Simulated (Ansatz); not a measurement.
System: SrO (rock salt type, first atom moved by 0.06 Å along [111]), 2 atoms in the cell.

```
CELL_PARAMETERS angstrom
0.00000 2.60000 2.60000
2.60000 0.00000 2.60000
2.60000 2.60000 0.00000
ATOMIC_POSITIONS crystal
Sr 0.00666 0.00666 0.00666
O 0.50000 0.50000 0.50000
```

Code and potentials: Ansatz PAW hard set, 700 eV. Settings: k-mesh 4×4×4 Γ-centred; Fermi–Dirac smearing of 0.05 eV; no spin polarisation. For HSE06: exchange singularity: Wigner-Seitz. For PBE0: exchange singularity: Wigner-Seitz.

Plain PBE gives:

```
Pressure        : -0.15 GPa
Gap on the mesh : 3.35 eV
```

```json
{"atom": "Sr1", "Fx (eV/Å)": "-0.059", "Fy (eV/Å)": "-0.059", "Fz (eV/Å)": "-0.059"}
{"atom": "O2", "Fx (eV/Å)": "0.059", "Fy (eV/Å)": "0.059", "Fz (eV/Å)": "0.059"}
```

**Question.** What changes under HSE06?

**Answer.** The pressure falls by 2.106 GPa to -2.251 GPa; the gap rises by 1.47 eV to 4.82 eV; the forces move by 4 meV/Å (rms):

```json
{"atom": "Sr1", "Fx (eV/Å)": "-0.061", "Fy (eV/Å)": "-0.061", "Fz (eV/Å)": "-0.061"}
{"atom": "O2", "Fx (eV/Å)": "0.061", "Fy (eV/Å)": "0.061", "Fz (eV/Å)": "0.061"}
```

**Question.** What changes under PBE0?

**Answer.** The pressure goes down by 2.16 GPa to -2.31 GPa; the gap goes up by 2.21 eV to 5.56 eV; the forces move by 6 meV/Å (rms):

```tsv
atom	Fx (eV/Å)	Fy (eV/Å)	Fz (eV/Å)
Sr1	-0.063	-0.063	-0.063
O2	0.063	0.063	0.063
```

The stress includes the program's correction for the finite plane-wave basis.

A gap read on the mesh is an upper bound of this method's gap, since the mesh can miss a band edge. The k-mesh is modest, so these values aren't fully converged in k. Spin–orbit coupling is left out; with heavy elements it can shift the gap and split levels by tenths of an eV. Potentials made with PBE were used with another functional (at least in: Ansatz PAW hard set, 700 eV (HSE06); Ansatz PAW hard set, 700 eV (PBE0)). Semilocal functionals give gaps that mostly lie well below measured ones.
